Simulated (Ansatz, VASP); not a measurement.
## Two plane-wave programs on LiCl

The input INCAR:

```
SYSTEM = LiCl
  PREC = Accurate
  ENCUT = 520
  EDIFF = 1E-6
  ISMEAR = 0
  SIGMA = 0.02
  LREAL = .False.
  LASPH = .True.
  NELM = 100
  ALGO = Normal
  ISIF = 2
  LWAVE = .False.
  LCHARG = .True.
  GGA = PE
  LELF = .True.
  LVHAR = .True.
  NBANDS = 12
```

KPOINTS

```
Automatic mesh
0
Gamma
  8 8 8
  0 0 0
```

File POSCAR:

```
LiCl
1.0
    0.0000000000      2.5237751352      2.5237751352
    2.5237751352      0.0000000000      2.5237751352
    2.5237751352      2.5237751352      0.0000000000
Li Cl
1 1
Direct
    0.0000000000      0.0000000000      0.0000000000
    0.5000000000      0.5000000000      0.5000000000
```

Input for Ansatz:

```yaml
crystal:
  lattice:
    - [0.0, 2.5237751352, 2.5237751352]
    - [2.5237751352, 0.0, 2.5237751352]
    - [2.5237751352, 2.5237751352, 0.0]
  atoms:
    - { symbol: Li, position: [0.0, 0.0, 0.0] }
    - { symbol: Cl, position: [0.5, 0.5, 0.5] }
basis:
  ecutwfc: 420
kpoints:
  mp_grid: { grid: [8, 8, 8] }
hamiltonian:
  xc: pbe
scf:
  occupations: { method: gaussian, width: 0.02 }
output:
  forces: true
  stress: true
  eigenvalues: true
```

Alike in both runs: task single point; functional PBE; k mesh 8 × 8 × 8; occupations gaussian, width 0.02 eV; no spin polarisation.

|  | VASP | Ansatz |
| --- | --- | --- |
| version | VASP 6.6.1 | Ansatz 0.2.0 |
| potentials or method | VASP PAW PBE potentials, release 64 (Li_sv, Cl) | scalar-relativistic, plane waves, PAW |
| plane-wave cutoff (eV) | 520 | 420 |
| valence electrons in the cell | 10 | 10 |

|  | VASP | Ansatz | Ansatz less VASP |
| --- | --- | --- | --- |
| gap on the k mesh at the Fermi level (eV) | 6.63 | 6.62 | -0.013 |
| least direct gap on the mesh (eV) | 6.63 | 6.62 | -0.013 |

With one functional, cell and mesh, what is left measures potentials, basis and numerics.

 A k mesh can miss the band edges.
